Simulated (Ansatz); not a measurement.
# Ionic part of the dielectric constant of TiO2, mode by mode

Theory: DFT PBE, scalar-relativistic, plane waves, PAW in Ansatz. Settings: 420 eV plane-wave cutoff, Γ-centred 10×10×10 mesh, fixed occupations. No spin polarisation. Phonons by linear response, acoustic sum rule imposed.

Space group I4_1/amd (No. 141), tetragonal, a = 3.799 Å, c = 9.700 Å. Ti has 6 O at 1.95–2.00 Å; around O lie 3 Ti at 1.95–2.00 Å.

It was relaxed at this level from a cell as deposited in COD. The run warned that its linear response isn't converged on this k mesh, so dielectric tensors, Born charges and infrared intensities are rough, and the frequencies may be too.

The primitive cell has V = 69.99 Å³ and ε∞,zz = 6.301. Each polar mode adds Δε = (4.92064×10⁷/V)·S/ν² along z, with S its oscillator strength in e²/amu, ν in cm⁻¹ and V in Å³.

**Question.** From these modes, find each Δε and ε0,zz.
```tsv
ν (cm⁻¹)	S_zz (e²/amu)
301.40	3.448
```

**Answer.**
```
ν (cm⁻¹)     Δε
  301.40  26.68
```

The sum is 26.68, so ε0,zz = 32.98; the run's tensor has 32.99.

**Question.** Where do the longitudinal modes lie for a wave vector along z?

**Answer.** At 689.63 cm⁻¹. The Lyddane–Sachs–Teller product Π(ν_LO/ν_TO)² = 5.24 agrees with ε0/ε∞ = 5.24.
